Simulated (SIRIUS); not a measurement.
## C in SIRIUS: the effect of functional

Crystal: C.

```
C
1.0
    -1.74982    1.20232   -0.08839
     2.06079    1.74092   -0.07165
     0.38193   -0.93538   -6.26637
C
4
Direct
  0.16744 0.33884 0.49813
  0.16792 0.83535 0.99768
  0.83493 0.16799 0.00360
  0.82971 0.65781 0.50058
```

Alike in all runs:

* Program: SIRIUS 7.10.0
* Task: single point
* Potentials or basis: PseudoDojo 0.4.1 PBE standard (scalar relativistic)
* Cutoff: 1127 eV
* Density cutoff: 4507 eV
* k mesh: 7 × 5 × 2
* Occupations: fermi-dirac, width 0.05 eV
* Spin: no spin polarisation

```csv
functional,pressure (GPa),largest force (eV/Å)
LDA,14.4,4.01
PBE,18.1,3.71
PBEsol,15.3,3.92
RPBE,19.7,3.61
revPBE,19.2,3.64
BLYP,24.7,3.54
PW91,18.2,3.68
AM05,15.3,3.91
EV93PW91,25.8,3.28
BP86,19.4,3.69
OPBE,?,?
```

**Question.** What does the run with functional OPBE give?

**Answer.** Pressure 6.8 GPa; largest force 3.43 eV/Å.

Caveats: all runs use coarse meshes; the potentials were made for another functional, which shifts forces and pressure (some runs); forces of over 1 eV/Å show positions far from the minimum, so gaps and moduli don't describe the material at rest (some runs); the potentials were made for a functional far from this one (some runs).
